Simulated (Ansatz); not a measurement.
A relaxation computed with Ansatz, from input to last step.

```yaml
crystal:
  lattice:
    - [-2.7767378964, 2.7767378964, 5.3975785999]
    - [2.7767378964, -2.7767378964, 5.3975785999]
    - [2.7767378964, 2.7767378964, -5.3975785999]
  atoms:
    - { symbol: Zn, position: [0.0, 0.0, 0.0] }
    - { symbol: Zn, position: [0.75, 0.25, 0.5] }
    - { symbol: Si, position: [0.5, 0.5, 0.0] }
    - { symbol: Si, position: [0.25, 0.75, 0.5] }
    - { symbol: P, position: [0.375, 0.3938837669, 0.5188837669] }
    - { symbol: P, position: [0.875, 0.8561162331, 0.4811162331] }
    - { symbol: P, position: [0.6061162331, 0.125, 0.9811162331] }
    - { symbol: P, position: [0.1438837669, 0.625, 0.0188837669] }
basis:
  ecutwfc: 500
kpoints:
  mp_grid: { grid: [8, 8, 8] }
hamiltonian:
  xc: r2scan
scf:
  occupations: { method: gaussian, width: 0.02 }
output:
  forces: true
  stress: true
  eigenvalues: true
  write_density: true
  write_potential: true
  elf: true
  volumetric_format: npy
relax:
  adjacent_minimum: "off"
  f_tol: 0.01
  max_steps: 30
  cell: { stress_tol: 0.1, fix: [volume] }
```

```bash
ansatz run input.yaml --threads 2 --pin off --max-ram 5120MiB --backend cpu --events-out ev --progress --plain --runs-dir out
```

Method: DFT r2SCAN, scalar-relativistic, plane waves, PAW (Ansatz).

The volume is held at 1.1 times that of the relaxed cell.

Of 4 frames 3 are shown, positions in Å and forces in eV/Å; the SCF threshold varies from step to step. Steps run on the plane waves of an earlier cell, with a Pulay correction in the pressure. The basis is chosen afresh for the last frame, the zero of the energies, and at times for earlier ones too; energy and pressure can step there, also at an unchanged geometry. Where two frames share a geometry here, they differ by under 2 meV/atom and 0.3 GPa.

```xyz
8
Lattice="-2.7767 2.7767 5.3976 2.7767 -2.7767 5.3976 2.7767 2.7767 -5.3976" Properties=species:S:1:pos:R:3:forces:R:3 pbc="T T T" step=1 free_energy_over_end_meV_per_atom=0.14 pressure_GPa=-7.29
Zn    0.0000    0.0000    0.0000    0.0000    0.0000    0.0000
Zn    0.0000    2.7767    2.6988    0.0000    0.0000    0.0000
Si    0.0000    0.0000    5.3976    0.0000    0.0000    0.0000
Si    2.7767    0.0000    2.6988    0.0000    0.0000    0.0000
P     1.4932    1.3884    1.3494    0.0748    0.0000    0.0000
P     1.2835    1.3884    6.7470   -0.0748    0.0000    0.0000
P     1.3884    4.0602   -1.3494    0.0000   -0.0748    0.0000
P     1.3884   -1.2835    4.0482    0.0000    0.0748    0.0000
8
Lattice="-2.7761 2.7761 5.4002 2.7761 -2.7761 5.4002 2.7761 2.7761 -5.4002" Properties=species:S:1:pos:R:3:forces:R:3 pbc="T T T" step=2 free_energy_over_end_meV_per_atom=0.02 pressure_GPa=-7.26
Zn    0.0000    0.0000    0.0000    0.0000    0.0000    0.0000
Zn    0.0000    2.7761    2.7001    0.0000    0.0000    0.0000
Si    0.0000    0.0000    5.4002    0.0000    0.0000    0.0000
Si    2.7761    0.0000    2.7001    0.0000    0.0000    0.0000
P     1.4977    1.3880    1.3500    0.0245    0.0000    0.0000
P     1.2784    1.3880    6.7502   -0.0245    0.0000    0.0000
P     1.3880    4.0545   -1.3500    0.0000   -0.0245    0.0000
P     1.3880   -1.2784    4.0501    0.0000    0.0245    0.0000
8
Lattice="-2.7777 2.7777 5.3939 2.7777 -2.7777 5.3939 2.7777 2.7777 -5.3939" Properties=species:S:1:pos:R:3:forces:R:3 pbc="T T T" step=4 free_energy_over_end_meV_per_atom=0.00 pressure_GPa=-7.24
Zn    0.0000    0.0000    0.0000    0.0000    0.0000    0.0000
Zn    0.0000    2.7777    2.6970    0.0000    0.0000    0.0000
Si    0.0000    0.0000    5.3939    0.0000    0.0000    0.0000
Si    2.7777    0.0000    2.6970    0.0000    0.0000    0.0000
P     1.5013    1.3888    1.3485   -0.0007    0.0000    0.0000
P     1.2763    1.3888    6.7424    0.0007    0.0000    0.0000
P     1.3888    4.0540   -1.3485    0.0000    0.0007    0.0000
P     1.3888   -1.2763    4.0455    0.0000   -0.0007    0.0000
```

It took 2.5 min on 2 threads of Intel(R) Xeon(R) Platinum 8488C (Sapphire Rapids), on a shared host, peak memory 1.1 GiB.